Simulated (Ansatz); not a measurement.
Density of states of F (C2/c, a = 6.031 Å, b = 3.577 Å, c = 6.788 Å, α = 90.00°, β = 96.65°, γ = 90.00°), in states per eV and primitive cell, averaged over bins of 0.3 eV. Theory: Ansatz 0.2.0, DFT PBEsol, scalar-relativistic, plane waves, PAW.

Cutoff 420 eV; k points 8×8×4 on the computed 4-atom cell (Γ-centred); Gaussian smearing, width 0.02 eV; no spin polarisation.

The cell is relaxed at this level. The states (both spins) are summed by tetrahedra on a 12×12×6 mesh at the self-consistent density. Energies are bin centres; the table starts no lower than −8 eV and ends at 6 eV, or lower where the solved bands end.

The gap is 3.17 eV at this level, with the zero inside it.

| E − E_F (eV) | total | F 2p | F 2s |
| --- | --- | --- | --- |
| -7.90 | 8.87 | 7.99 | 0.81 |
| -7.60 | 2.13 | 1.90 | 0.21 |
| -7.30 | 0.00 | 0.00 | 0.00 |
| -7.00 | 0.00 | 0.00 | 0.00 |
| -6.70 | 0.00 | 0.00 | 0.00 |
| -6.40 | 0.00 | 0.00 | 0.00 |
| -6.10 | 0.00 | 0.00 | 0.00 |
| -5.80 | 0.05 | 0.05 | 0.00 |
| -5.50 | 8.94 | 8.91 | 0.01 |
| -5.20 | 16.46 | 16.43 | 0.01 |
| -4.90 | 1.22 | 1.21 | 0.00 |
| -4.60 | 0.00 | 0.00 | 0.00 |
| -4.30 | 0.00 | 0.00 | 0.00 |
| -4.00 | 0.00 | 0.00 | 0.00 |
| -3.70 | 0.00 | 0.00 | 0.00 |
| -3.40 | 0.00 | 0.00 | 0.00 |
| -3.10 | 0.00 | 0.00 | 0.00 |
| -2.80 | 0.00 | 0.00 | 0.00 |
| -2.50 | 0.00 | 0.00 | 0.00 |
| -2.20 | 0.00 | 0.00 | 0.00 |
| -1.90 | 11.63 | 11.62 | 0.01 |
| -1.60 | 15.03 | 15.02 | 0.01 |
| -1.30 | 0.00 | 0.00 | 0.00 |
| -1.00 | 0.00 | 0.00 | 0.00 |
| -0.70 | 0.00 | 0.00 | 0.00 |
| -0.40 | 0.00 | 0.00 | 0.00 |
| -0.10 | 0.00 | 0.00 | 0.00 |
| 0.20 | 0.00 | 0.00 | 0.00 |
| 0.50 | 0.00 | 0.00 | 0.00 |
| 0.80 | 0.00 | 0.00 | 0.00 |
| 1.10 | 0.00 | 0.00 | 0.00 |
| 1.40 | 0.00 | 0.00 | 0.00 |
| 1.70 | 2.55 | 2.39 | 0.14 |
| 2.00 | 8.18 | 7.75 | 0.40 |
| 2.30 | 2.61 | 2.48 | 0.11 |
| 2.60 | 0.00 | 0.00 | 0.00 |
| 2.90 | 0.00 | 0.00 | 0.00 |
| 3.20 | 0.00 | 0.00 | 0.00 |
| 3.50 | 0.00 | 0.00 | 0.00 |
| 3.80 | 0.00 | 0.00 | 0.00 |
| 4.10 | 0.00 | 0.00 | 0.00 |
| 4.40 | 0.00 | 0.00 | 0.00 |
| 4.70 | 0.00 | 0.00 | 0.00 |
| 5.00 | 0.00 | 0.00 | 0.00 |
| 5.30 | 0.00 | 0.00 | 0.00 |
| 5.60 | 0.00 | 0.00 | 0.00 |

The columns after the total are the Löwdin projections on the occupied valence shells of the potentials. The rest of the total lies in shells that are empty in the free atom, which aren't projected, and between the atoms.

The cell holds molecules, and where no dispersion correction was added their binding is poorly described.

Cost: 1 run of about 0.7 core-minutes, on Arm Neoverse V2 (shared hosts).